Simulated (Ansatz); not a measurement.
## Be2C (Fm-3m) under pressure

```xyz
3
Lattice="2.1554 2.1554 0.0000 -2.1554 2.1554 0.0000 0.0000 2.1554 2.1554" Properties=species:S:1:pos:R:3 pbc="T T T"
Be   -1.0777    3.2331    1.0777
Be    1.0777    3.2331    1.0777
C     0.0000    0.0000    0.0000
```

This is the zero-pressure cell under PBEsol. Cell and atoms are relaxed by PAW (default files of Ansatz 0.2.0, cutoff 420 eV, stress met within about 0.05 GPa) at each pressure, in this structure whether or not another phase would take over; P is the pressure reached, less that of this cell. Levels come from PBEsol, all-electron LAPW in Ansatz 0.2.0, scalar-relativistic; k mesh 10×10×10, fixed occupations, basis error target 0.5 meV/atom. Conduction levels are in eV over the valence top (at Γ), at fixed fractional wave vectors. Zone-centre phonons come from finite displacements by PAW, without the LO-TO term.

| P (GPa) | V/V₀ | X | Γ | L | T1u TO (cm⁻¹) | T2g (cm⁻¹) |
| --- | --- | --- | --- | --- | --- | --- |
| -1.95 | 1.0097 | 1.072 | 4.096 | 4.960 | 642.8 | 700.4 |
| 0.00 | 1.0000 | 1.076 | 4.114 | 4.978 | 653.9 | 708.4 |
| 2.00 | ? | ? | ? | ? | ? | ? |
| 4.01 | 0.9813 | 1.085 | 4.148 | 5.013 | 675.9 | 724.3 |
| 7.01 | 0.9683 | 1.090 | 4.172 | 5.038 | 691.5 | 735.7 |
| 10.01 | 0.9560 | 1.096 | 4.195 | 5.062 | 706.5 | 746.7 |
| 15.01 | 0.9369 | 1.104 | 4.231 | 5.099 | 730.3 | 764.3 |

Q: Fit the third-order Birch-Murnaghan equation to the rows shown.

A: With f = [(V₀/V)^(2/3) − 1]/2, the normalised pressure F = P/[3f(1 + 2f)^(5/2)] is 206.5 GPa at f = -0.0032, 204.8 GPa at f = 0.0063, 204.2 GPa at f = 0.0108, 203.4 GPa at f = 0.0152, 202.2 GPa at f = 0.0222. The line F = B₀[1 + (3/2)(B′ − 4)f] gives B₀ = 205.9 GPa and B′ = 3.5.

Q: What are the volume deformation potentials and pressure coefficients of these levels at zero pressure?

A: 

```
level  dE/dlnV (eV)  dE/dP = −(dE/dlnV)/B₀ (meV/GPa)  mean slope up to 4.0 GPa (meV/GPa)
    X         -0.43                              2.1                                 2.0
    Γ         -1.81                              8.8                                 8.5
    L         -1.87                              9.1                                 8.8
```

dE/dlnV is the slope of a cubic fit in ln V at V₀. The last column is read from two rows and shows how the slope bends with pressure.

Q: What mode Grüneisen parameters follow?

A: γ = −d ln ω/d ln V at V₀ from a quadratic fit in ln V: T1u 1.77, T2g 1.18.

Q: Fill the row at 2.00 GPa.

A: The fits give V/V₀ = 0.9905 and X = 1.081 eV. Computed: V/V₀ = 0.9905, X = 1.081, Γ = 4.131, L = 4.996, T1u TO (cm⁻¹) = 665.0, T2g (cm⁻¹) = 716.4.

Known limits: no other phase was computed; many crystals of this kind change structure within this range, and rows or crossings beyond such a change describe a metastable lattice; the frozen-core PAW files of the relaxations were fitted under PBE, their cores solved anew for this functional; semilocal gaps are low, and the spacing of valleys can be off by tenths of an eV; levels are read at fixed fractional k, so an edge that moves off these points is missed.
